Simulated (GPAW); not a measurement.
Runs of GPAW 26.7.0 on MgO. Symmetry: P-6m2, No. 187, hexagonal system. The conventional cell has a = 2.938 Å, b = 2.938 Å, c = 2.680 Å, α = 90.00°, β = 90.00°, γ = 120.00°. Mg (site symmetry -6m2) is surrounded by 6 O at 2.16 Å. O (site symmetry -6m2) has 6 Mg at 2.16 Å as nearest neighbours. Measurements of this composition are mostly on another form, of space group No. 225.

| task | level | potentials or basis | cell | k mesh | cutoff (eV) | convergence | supercell | supercell k mesh | displacement | relaxed first | gap on the mesh (eV) | pressure (GPa) |
| --- | --- | --- | --- | --- | --- | --- | --- | --- | --- | --- | --- | --- |
| single point | TB-mBJ | GPAW PAW data sets for LDA (gpaw-data 1.2.1), pw | as given | 7 × 7 × 7 | 800 | - | - | - | - | - | 5.24 | - |
| phonons | LDA | the program's PAW data sets (release 1.2.1) made for this functional, pw | relaxed | 9 × 9 × 8 | 680 | density=1e-06 eigenstates=1e-09 | 1 × 1 × 1 | 9 × 9 × 8 | 0.01 | cell | 3.48 | 0.0 |
| phonons | PBEsol | PAW data sets generated in the run's folder for this functional, pw | relaxed | 9 × 9 × 8 | 680 | density=1e-06 eigenstates=1e-09 | 1 × 1 × 1 | 9 × 9 × 8 | 0.01 | cell | 3.13 | 0.0 |
| phonons | r2SCAN | GPAW PAW data sets (gpaw-data 1.2.1), pw | relaxed | 9 × 9 × 8 | 680 | density=1e-06 eigenstates=1e-09 | 1 × 1 × 1 | 9 × 9 × 8 | 0.01 | cell | (a) | 0.0 |

Alike in all rows: no spin polarisation; smearing fermi-dirac 0.05 eV.

Question: Fill in the values left out.

Answer: (a) 4.08.

Caveats: an odd mesh through Γ misses points on the zone boundary, where band edges often lie; the cutoff is short for stress and forces, so pressures can be off by a GPa or more (some runs); the LO-TO splitting is left out (some runs); the PAW data sets were made with another functional, which shifts forces and pressure a little (some runs); a model potential gives levels but no total energy (some runs).

Runs at the PBE level aren't shown here.
